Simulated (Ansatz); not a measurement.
# 6-layer 1T-PtSSe (AA) in a perpendicular field

Wanted: the out-of-plane response of the 6-layer 1T-PtSSe (AA). A positive field points along +c.

Method: plane-wave DFT, PBE-D3(BJ), Ansatz PAW, in Ansatz 0.2.0.

### 1. The structure

The cell holds 18 atoms: 6 Se, 6 Pt and 6 S. Cell: a = 3.660 Å, b = 3.660 Å, c = 86.984 Å, α = 90.0°, β = 90.0°, γ = 120.0°. Regions: layer 1: 1T-PtSSe, 3 atoms (1 Se, 1 Pt and 1 S); layer 2: 1T-PtSSe, 3 atoms (1 Se, 1 Pt and 1 S); layer 3: 1T-PtSSe, 3 atoms (1 Se, 1 Pt and 1 S); layer 4: 1T-PtSSe, 3 atoms (1 Se, 1 Pt and 1 S); layer 5: 1T-PtSSe, 3 atoms (1 Se, 1 Pt and 1 S); layer 6: 1T-PtSSe, 3 atoms (1 Se, 1 Pt and 1 S). Vacuum lies along c.

### 2. Relaxation

The starting cell is a guess, so the in-plane lattice and the atoms are relaxed first, with the slab cut off from its images along the normal.

input.yaml

```yaml
crystal:
  lattice:
    - [3.66, 0.0, 0.0]
    - [-1.83, 3.1696529779, 0.0]
    - [0.0, 0.0, 86.9844458766]
  atoms:
    - { symbol: Se, position: [0.6666666667, 0.3333333333, 0.3391410924] }
    - { symbol: Pt, position: [0.0, 0.0, 0.3532583342] }
    - { symbol: S, position: [0.3333333333, 0.6666666667, 0.3635409449] }
    - { symbol: Se, position: [0.6666666667, 0.3333333333, 0.3986046849] }
    - { symbol: Pt, position: [0.0, 0.0, 0.4127219268] }
    - { symbol: S, position: [0.3333333333, 0.6666666667, 0.4230045374] }
    - { symbol: Se, position: [0.6666666667, 0.3333333333, 0.4580682775] }
    - { symbol: Pt, position: [0.0, 0.0, 0.4721855193] }
    - { symbol: S, position: [0.3333333333, 0.6666666667, 0.48246813] }
    - { symbol: Se, position: [0.6666666667, 0.3333333333, 0.51753187] }
    - { symbol: Pt, position: [0.0, 0.0, 0.5316491118] }
    - { symbol: S, position: [0.3333333333, 0.6666666667, 0.5419317225] }
    - { symbol: Se, position: [0.6666666667, 0.3333333333, 0.5769954626] }
    - { symbol: Pt, position: [0.0, 0.0, 0.5911127044] }
    - { symbol: S, position: [0.3333333333, 0.6666666667, 0.6013953151] }
    - { symbol: Se, position: [0.6666666667, 0.3333333333, 0.6364590551] }
    - { symbol: Pt, position: [0.0, 0.0, 0.6505762969] }
    - { symbol: S, position: [0.3333333333, 0.6666666667, 0.6608589076] }
  periodic: [true, true, false]
kpoints:
  mp_grid: { grid: [12, 12, 1] }
hamiltonian:
  xc: pbe
  dispersion: d3bj
scf:
  occupations: { method: fermi_dirac, width: 0.05 }
  convergence: { dr2_threshold: 1.0e-09 }
relax:
  f_tol: 0.004
  max_steps: 90
  cell: {}
output:
  write_potential: true
  write_density: true
  volumetric_format: npy
```

Command:

```
$ ansatz run input.yaml --threads 4 --pin off --max-ram 16384MiB --backend cpu --events-out ev --progress --plain --runs-dir out
```

Numbers of over 12 decimals in the logs are rounded to 6 here.

The log of the run:

```text
Warning: relax.cell: scf.convergence.dr2_threshold = 1e-9 eV is looser than the 1.24755848552e-10 eV advised for a relaxation that steers and ends on the stress (1e-10 eV for each atom of the cell: 18, times the square of relax.cell.stress_2d_tol = 0.05 N/m over 38.0 Å (the atoms' height at the walk's start and 5 Å past either face), 1.316e-2 GPa, over a crystal's default 0.05). What an SCF threshold leaves in a stress goes as its square root, and in the free energy as the threshold itself, and one threshold admits the most on a small cell: [figures from the program's tests cut] Set scf.convergence.dr2_threshold to 1.24755848552e-10 eV or tighter. [rest of the remark cut]
Engine: ansatz 0.2.0, aarch64-unknown-linux-gnu
Pseudopotentials: kind: paw
Pseudopotential: Se, paw, valence charge 16, recommended cutoff 420 eV (normal), Se.paw.azcp
Pseudopotential: Pt, paw, valence charge 18, recommended cutoff 420 eV (normal), Pt.paw.azcp
Pseudopotential: S, paw, valence charge 6, recommended cutoff 420 eV (normal), S.paw.azcp
Functional definition: PBE
  parameter kappa = 0.804
  parameter beta = 0.066725
  exchange = pbe_x(kappa = kappa, mu = beta*pi^2/3)
  correlation = pbe_c(beta = beta)
Crystal: 18 atoms, lattice volume = 1009.100 Å³
Basis set: ecut = 420 eV, 19515 PW (Γ), exchange–correlation on 50×50×1200 points (8 copies of the dense FFT grid, shifted against one another)
Bands: 144, of which v1, the nominal top of the filled ones, is band 120 counted from 1 (119 counted from 0)
Symmetry: 6 space group operations
Space group: P3m1 (ITA 156), of the structure as read, at distance tolerance 1.0e-4 Å
k-points: 19 of 144 (time reversal used)
Non-local potential: Se, projectors of the file, l = 0: 2, l = 1: 2, l = 2: 3, l = 3: 1
Non-local potential: Pt, projectors of the file, l = 0: 3, l = 1: 2, l = 2: 2, l = 3: 1
Non-local potential: S, projectors of the file, l = 0: 2, l = 1: 2, l = 2: 2
PAW form: soft (Blöchl's): semilocal exchange-correlation on the pseudo side does not see the compensation charge
PAW one-centre angular grid: Se, 590 points (default); XC on 64 Gauss nodes
PAW one-centre angular grid: Pt, 590 points (default); XC on 64 Gauss nodes
PAW one-centre angular grid: S, 110 points (default); XC on 64 Gauss nodes
Initial density: superposition of atomic densities (neutral atoms: chi_scale 0, normalization atom), corrected by the library's trained network
Initial wavefunctions: pseudopotential atomic-orbital guess
Functional: x = pbe(κ = 0.804, μ = 0.219515), c = pbe(β = 0.066725)
SCF iter   1: F=—  HF=-113375.011971 eV  |F-HF|=—  |Δ(HF+E_count)|=         —  Δρ=2.98e-3  dr2=1.01e0  ethr=1.77e-3  ⟨swp⟩=13.1  Hψ=17660  notcnv=0  defer=64
preconditioner: auto → LDOS  [insulator: Δε(μ)=0.496 eV  Ē_g=9.852 eV  σ=0.050 eV  W_gap=0.99  n_scr=196 (ndim 8)  ℏωp=13.4 eV  f_vac=0.642  D(μ)=0.06/eV (n_scr^D=2)  ε∞_Penn≈2.9  β→1.0]
SCF iter   2: F=—  HF=-113375.096936 eV  |F-HF|=—  |Δ(HF+E_count)|=   8.50e-2  Δρ=4.19e-3  dr2=7.68e-1  ethr=4.19e-4  ⟨swp⟩=3.9  Hψ=4772  notcnv=0  defer=240
SCF iter   3: F=—  HF=-113374.966254 eV  |F-HF|=—  |Δ(HF+E_count)|=   1.31e-1  Δρ=1.30e-3  dr2=1.89e-1  ethr=3.20e-4  ⟨swp⟩=3.0  Hψ=3847  notcnv=0  defer=240
SCF iter   4: F=—  HF=-113374.977646 eV  |F-HF|=—  |Δ(HF+E_count)|=   1.14e-2  Δρ=1.76e-3  dr2=1.68e-1  ethr=7.89e-5  ⟨swp⟩=3.0  Hψ=5237  notcnv=0  defer=235
SCF iter   5: F=—  HF=-113374.955640 eV  |F-HF|=—  |Δ(HF+E_count)|=   2.20e-2  Δρ=2.68e-4  dr2=2.70e-2  ethr=7.00e-5  ⟨swp⟩=2.4  Hψ=3649  notcnv=0  defer=235
SCF iter   6: F=—  HF=-113374.955902 eV  |F-HF|=—  |Δ(HF+E_count)|=   2.62e-4  Δρ=1.20e-4  dr2=1.66e-3  ethr=1.12e-5  ⟨swp⟩=2.3  Hψ=3248  notcnv=0  defer=235
SCF iter   7: F=—  HF=-113374.955967 eV  |F-HF|=—  |Δ(HF+E_count)|=   6.42e-5  Δρ=8.52e-5  dr2=2.43e-4  ethr=6.92e-7  ⟨swp⟩=2.7  Hψ=4137  notcnv=0  defer=235
SCF iter   8: F=—  HF=-113374.955960 eV  |F-HF|=—  |Δ(HF+E_count)|=   6.26e-6  Δρ=3.46e-5  dr2=3.78e-4  ethr=1.01e-7  ⟨swp⟩=3.0  Hψ=4534  notcnv=0  defer=235
SCF iter   9: F=—  HF=-113374.955962 eV  |F-HF|=—  |Δ(HF+E_count)|=   1.87e-6  Δρ=1.71e-5  dr2=2.03e-4  ethr=1.01e-7  ⟨swp⟩=1.7  Hψ=2892  notcnv=0  defer=235
SCF iter  10: F=—  HF=-113374.955961 eV  |F-HF|=—  |Δ(HF+E_count)|=   1.70e-6  Δρ=8.19e-6  dr2=2.29e-6  ethr=8.47e-8  ⟨swp⟩=1.5  Hψ=2980  notcnv=0  defer=235
SCF iter  11: F=—  HF=-113374.956229 eV  |F-HF|=—  |Δ(HF+E_count)|=   2.68e-4  Δρ=4.80e-6  dr2=5.54e-7  ethr=9.54e-10  ⟨swp⟩=3.2  Hψ=5365  notcnv=0  defer=235
SCF iter  12: F=—  HF=-113374.956229 eV  |F-HF|=—  |Δ(HF+E_count)|=   9.74e-8  Δρ=2.66e-6  dr2=3.20e-7  ethr=2.31e-10  ⟨swp⟩=3.1  Hψ=5525  notcnv=0  defer=235
SCF iter  13: F=—  HF=-113374.956229 eV  |F-HF|=—  |Δ(HF+E_count)|=   4.66e-8  Δρ=1.26e-6  dr2=3.42e-8  ethr=1.33e-10  ⟨swp⟩=2.7  Hψ=3768  notcnv=0  defer=235
SCF iter  14: F=—  HF=-113374.956229 eV  |F-HF|=—  |Δ(HF+E_count)|=   3.04e-8  Δρ=5.25e-7  dr2=6.02e-9  ethr=1.43e-11  ⟨swp⟩=3.1  Hψ=4950  notcnv=0  defer=235
SCF iter  15: F=—  HF=-113374.956229 eV  |F-HF|=—  |Δ(HF+E_count)|=   1.61e-8  Δρ=2.54e-7  dr2=1.33e-9  ethr=2.51e-12  ⟨swp⟩=2.8  Hψ=4939  notcnv=0  defer=235
SCF iter  16: F=-113374.956229 eV  HF=-113374.956229 eV  |F-HF|=6.98e-9  |Δ(HF+E_count)|=   6.98e-9  Δρ=8.95e-8  dr2=1.73e-10  ethr=1.00e-12  ⟨swp⟩=10.7  Hψ=18745  notcnv=0
SCF 1 converged in 16 iterations: F = -113374.956229 eV  dr2 = 1.73e-10
  greatest PAW one-centre occupation: 1.000 electrons in one spin orbital (limit 2), on the Pt atom at site 16 (counted from 0), in its partial waves of l = 0
relax step   1: F+E_penalty+E_count = -113374.95622899 eV  Δ(F+E_penalty+E_count) = +0.000e0 eV  max|allowed force component| = 3.562e0 eV/Å  Δτ_max = 0.0000 Å  P = +46.766 N/m  Ω = 1009.100 Å³  fix = [c, alpha, beta]  reactions: c +0.000 N/m  (16 SCF iters, accepted)
Crystal: 18 atoms, lattice volume = 1021.507 Å³
Basis set: ecut = 420 eV, 20019 PW (Γ), exchange–correlation on 50×50×1200 points (8 copies of the dense FFT grid, shifted against one another)
Initial density: handed on by an earlier stage of this run
Initial wavefunctions: those handed on with the density
iter 1 solved again at ethr=6.84e-4 eV; its pass at ethr=3.10e-3 eV (dr2=1.64e0 eV) is discarded
SCF iter   1: F=—  HF=-113378.603614 eV  |F-HF|=—  |Δ(HF+E_count)|=         —  Δρ=9.53e-3  dr2=1.65e0  ethr=6.84e-4  ⟨swp⟩=4.8  Hψ=15443  notcnv=0
preconditioner: auto → LDOS  [metal: Δε(μ)=0.028 eV  Ē_g=9.205 eV  σ=0.050 eV  W_gap=0.14  n_scr=196 (ndim 8)  ℏωp=13.3 eV  f_vac=0.639  D(μ)=3.35/eV (n_scr^D=20)  β→1.0]
[...]
SCF iter   5: F=—  HF=-113378.879487 eV  |F-HF|=—  |Δ(HF+E_count)|=   2.52e-7  Δρ=6.16e-7  dr2=2.18e-8  ethr=6.53e-11  ⟨swp⟩=2.6  Hψ=3583  notcnv=0  defer=16
SCF iter   6: F=—  HF=-113378.879488 eV  |F-HF|=—  |Δ(HF+E_count)|=   4.94e-7  Δρ=2.20e-7  dr2=2.05e-9  ethr=9.09e-12  ⟨swp⟩=2.7  Hψ=3972  notcnv=0  defer=16
iter 7 met the thresholds in force, and the SCF goes on: an eigenvalue changes by 1.99 meV, over its tolerance of 1.11 meV (output.eigenvalues, Limitations)
SCF iter   7: F=-113378.879488 eV  HF=-113378.879488 eV  |F-HF|=2.05e-8  |Δ(HF+E_count)|=   1.42e-7  Δρ=6.95e-8  dr2=1.28e-10  ethr=1.00e-12  ⟨swp⟩=23.4  Hψ=24079  notcnv=0
iter 8 met the thresholds in force, and the SCF goes on: an eigenvalue changes by 1.17 meV, over its tolerance of 1.05 meV (output.eigenvalues, Limitations)
SCF iter   8: F=-113378.879488 eV  HF=-113378.879488 eV  |F-HF|=2.33e-9  |Δ(HF+E_count)|=   1.69e-8  Δρ=5.19e-8  dr2=7.81e-11  ethr=1.00e-12  ⟨swp⟩=9.5  Hψ=16976  notcnv=0
Mixer restart at iter 8: flushing history
SCF iter   9: F=-113378.879488 eV  HF=-113378.879488 eV  |F-HF|=3.49e-8  |Δ(HF+E_count)|=   1.54e-9  Δρ=2.89e-7  dr2=2.93e-8  ethr=1.00e-12  ⟨swp⟩=2.0  Hψ=3386  notcnv=0  κ⁻¹=1.0e0(r=1)
SCF iter  10: F=-113378.879488 eV  HF=-113378.879488 eV  |F-HF|=9.87e-8  |Δ(HF+E_count)|=   3.17e-9  Δρ=2.86e-7  dr2=1.05e-7  ethr=1.00e-12  ⟨swp⟩=1.8  Hψ=2884  notcnv=0  κ⁻¹=3.6e-2(r=2)
SCF iter  11: F=-113378.879488 eV  HF=-113378.879488 eV  |F-HF|=7.92e-9  |Δ(HF+E_count)|=   2.53e-9  Δρ=1.72e-7  dr2=8.64e-9  ethr=1.00e-12  ⟨swp⟩=1.7  Hψ=2876  notcnv=0  κ⁻¹=2.7e-3(r=3)
SCF iter  12: F=-113378.879488 eV  HF=-113378.879488 eV  |F-HF|=5.15e-9  |Δ(HF+E_count)|=   1.80e-9  Δρ=8.69e-8  dr2=1.61e-9  ethr=1.00e-12  ⟨swp⟩=1.9  Hψ=2760  notcnv=0  κ⁻¹=5.8e-4(r=4)
SCF iter  13: F=-113378.879488 eV  HF=-113378.879488 eV  |F-HF|=1.88e-9  |Δ(HF+E_count)|=   3.64e-9  Δρ=3.28e-8  dr2=1.23e-10  ethr=1.00e-12  ⟨swp⟩=10.6  Hψ=16185  notcnv=0
SCF 13 converged in 13 iterations: F = -113378.879488 eV  dr2 = 1.23e-10
relax step  13: F+E_penalty+E_count = -113378.87948777 eV  Δ(F+E_penalty+E_count) = -3.135e-4 eV  max|allowed force component| = 1.605e-3 eV/Å  Δτ_max = 0.0000 Å  P = -0.038 N/m  Ω = 1013.646 Å³  fix = [c, alpha, beta]  reactions: c -0.000 N/m  stress off target by 3.76e-2 N/m on what of the cell is left free  SCF on the basis re-selected at this cell (its energy is not comparable with the rows above)  (13 SCF iters)
basis re-selected at this cell: Δ(F+E_penalty+E_count) = -3.135e-4 eV, ΔP = -0.020 N/m vs the last step (what re-selecting the basis moved, of the pressure what is left beyond the Pulay correction that the steps carried, after the strain that the cell walked since its last selection, with what the two solves' SCF thresholds leave and, on support functions, any second-order correction that the steps lacked; it is no m [...]
WARN: The output density's exchange-correlation potential varies sharply where the density is thin. Do not read a vacuum level from v_tot or v_xc, or from such a field of the output density. On a cell that repeats whose density bears no net charge and no dipole along the vacuum's axis use v_es (v_loc + v_h of the components); under efield.dipole_correction with no amplitude use v_es + v_field, which holds any externa [...]
SCF converged after 13 iterations
an eigenvalue changed by more than its tolerance at an iteration that met the thresholds in force, so the SCF went on 2 times, its first undamped step at iteration 8: the last check found none over its tolerance
Free energy (F): -113378.879488 eV
Harris-Foulkes:  -113378.879488 eV  (|F-HF|=1.88e-9)
Internal energy: -113378.853458 eV  (E = F + TS)
E sigma→0 (E₀):  -113378.866473 eV
Entropy (-TS):   -0.026030 eV (-1.446 meV/atom)
Fermi energy:    -5.005542 eV
--- Per-component energies (eV) ---
  E_band       = -8032.001823
  E_kinetic    = 5174.995031
  E_local      = -5540043.096926  (includes V_loc(G=0)·N_el)
  E_nonlocal   = -2204.032929
  E_hartree    = 2766213.978391
  E_xc         = -2780.489474
  E_vxc        = -2933.832746  (∫ρ·V_xc dr)
  E_paw        = -71795.877732  (= ΣΔE_a)
  E_vpaw       = -453.980155  (= ΣTr[D̂ρ^β])
  E_aug_tail   = -0.002318  (compensation charges beyond the density's cutoff)
  E_ewald      = 2732063.574775
  E_disp       = -7.902275  (pairwise vdW)
  E_smearing   = -0.026030  (= −TS)
  E_closure    = -0.000000  (closes the sum)
  Σ components = -113378.879488   (vs F -113378.879488, Δ=0.00e0)
--- Forces (eV/Å), atoms counted from 1 ---
  atom   1  Se     0.00000000    -0.00000000     0.00016201
  atom   2  Pt    -0.00000000     0.00000000    -0.00009308
  atom   3  S     -0.00000000     0.00000000     0.00031091
  atom   4  Se     0.00000000    -0.00000000     0.00078368
  atom   5  Pt     0.00000000    -0.00000000    -0.00026760
  atom   6  S     -0.00000000     0.00000000    -0.00031325
  atom   7  Se     0.00000000     0.00000000     0.00065590
  atom   8  Pt     0.00000000    -0.00000000     0.00012585
  atom   9  S     -0.00000000    -0.00000000    -0.00002812
  atom  10  Se     0.00000000     0.00000000     0.00079932
  atom  11  Pt     0.00000000    -0.00000000    -0.00131245
  atom  12  S     -0.00000000     0.00000000    -0.00038964
  atom  13  Se     0.00000000    -0.00000000     0.00102172
  atom  14  Pt     0.00000000    -0.00000000    -0.00029446
  atom  15  S     -0.00000000     0.00000000    -0.00034199
  atom  16  Se     0.00000000    -0.00000000    -0.00160498
  atom  17  Pt     0.00000000    -0.00000000     0.00004757
  atom  18  S     -0.00000000     0.00000000     0.00073707
  max |Σ_I F_I| component: 1.55e-6 eV/Å
--- 2D stress c σ (N/m, compression-positive) ---
       -0.037628       0.000000      -0.000000
        0.000000      -0.037628       0.000000
       -0.000000       0.000000      -0.000000
  P = ½ c Tr σ = -0.0376 N/m
--- Band table (eV; the first three rows and the last of 19) ---
  k-point 0: bands = [... 116 lower, -5.9905, -5.6131, -5.0944, -4.6885, -3.8356, -3.8356, -3.6155, -3.6155, ... 20 higher]
  k-point 1: bands = [... 116 lower, -5.5769, -5.3318, -5.1291, -4.8888, -4.0306, -3.9863, -3.8361, -3.7427, ... 20 higher]
  k-point 2: bands = [... 116 lower, -5.7299, -5.4957, -5.2909, -5.0221, -4.4111, -4.2408, -4.1759, -4.0060, ... 20 higher]
  k-point 18: bands = [... 116 lower, -6.9842, -6.8232, -6.7736, -6.4123, -5.0933, -4.7419, -4.7221, -4.4014, ... 20 higher]
  the weakly bound empty levels are not read free of the cell's end (no_gap_told)
--- Relaxed structure (12 steps of the walk, 11 accepted, 1 SCFs on fresh bases) ---
  F+E_penalty+E_count = -113378.87948777 eV   max|allowed force component| = 1.605e-3 eV/Å   (the final SCF, on the basis selected at the relaxed cell)
  cell:  # Å, volume = 1013.6459 Å³
    - [3.668234, 3.0471395123452653e-19, 0]
    - [-1.834117, 3.176784, 0]
    - [0, 0, 86.9844458766]
  atoms:
    - { symbol: Se, position: [0.666667, 0.333333, 0.349282] }
    - { symbol: Pt, position: [4.4987831451854506e-17, 0, 0.364716] }
    - { symbol: S, position: [0.333333, 0.666667, 0.378258] }
    - { symbol: Se, position: [0.666667, 0.333333, 0.404335] }
    - { symbol: Pt, position: [2.6583197833794384e-17, 0, 0.419492] }
    - { symbol: S, position: [0.333333, 0.666667, 0.433127] }
    - { symbol: Se, position: [0.666667, 0.333333, 0.458837] }
    - { symbol: Pt, position: [7.056674364411883e-18, 0, 0.473983] }
    - { symbol: S, position: [0.333333, 0.666667, 0.487611] }
    - { symbol: Se, position: [0.666667, 0.333333, 0.513271] }
    - { symbol: Pt, position: [-1.2745095869868647e-17, 0, 0.528403] }
    - { symbol: S, position: [0.333333, 0.666667, 0.542021] }
    - { symbol: Se, position: [0.666667, 0.333333, 0.567749] }
    - { symbol: Pt, position: [-3.241619905257574e-17, 0, 0.582857] }
    - { symbol: S, position: [0.333333, 0.666667, 0.596470] }
    - { symbol: Se, position: [0.666667, 0.333333, 0.622458] }
    - { symbol: Pt, position: [-5.178048480319317e-17, 0, 0.637388] }
    - { symbol: S, position: [0.333333, 0.666667, 0.651244] }
```

It took 55 min on 4 threads of Arm Neoverse N1, shared host; peak memory 4.1 GiB.

The steps of the relaxation:

```
step  energy less that of the first step (eV)  largest force component (eV/Å)  volume (Å³)
   1                                   0.0000                          3.5625      1009.10
   2                                  -3.5419                          0.7014      1021.51
   3                                  -3.7083                          0.3338      1018.63
   4                                  -3.8123                          0.1044       997.44
   5                                  -3.8541                          0.1007      1003.10
   6                                  -3.8922                          0.0747      1006.56
   7                                  -3.9141                          0.0338      1009.60
   8                                  -3.9156                          0.1015      1013.08
   9                                  -3.9223                          0.0263      1013.75
  10                                  -3.9221                          0.0945      1014.28
  11                                  -3.9228                          0.0062      1013.82
  12                                  -3.9229                          0.0016      1013.65
 13*                                  -3.9233                          0.0016      1013.65
```

Relaxation steps marked * repeat the geometry before them on a plane-wave basis chosen anew for their cell, so energy and pressure can jump there. Relaxation step 10 was tried and not accepted.

The run keeps the 6 symmetry operations that it works with, so distortions that break them were not tested.

```
cell as run  before  after  change
      a (Å)   3.660  3.668  +0.2 %
      b (Å)   3.660  3.668  +0.2 %
```

The atoms that moved most (Å, along periodic axes as changes of fractional coordinates times the final cell, across vacuum about the mean position):

```
atom     dx     dy      dz  length
  S3  0.000  0.000   1.280   1.280
Se16  0.000  0.000  -1.218   1.218
Pt17  0.000  0.000  -1.147   1.147
 Pt2  0.000  0.000   0.997   0.997
 Se1  0.000  0.000   0.882   0.882
  S6  0.000  0.000   0.881   0.881
 S18  0.000  0.000  -0.836   0.836
Se13  0.000  0.000  -0.804   0.804
```

Numbers from this step:

| Property | Result |
| --- | --- |
| energy at zero smearing | -113378.8665 eV |

The lattice constant a goes from 3.660 to 3.668 Å.

[end of part 1 of 3]

[Logs are printed without paths, hosts, clocks, repeated set-up lines and the standing remarks that a program may print on its own settings, such as how far it seeks lower states.]

[Hosts, paths, dates, database ids (printed as entryN), source tags and the programs' standing remarks are cut or masked in the printed files.]

[Maps of the electrostatic potential energy from Ansatz leave out the sawtooth potential of an applied field or a dipole correction, so their vacuum need not be flat; planar profiles and work functions include it.]
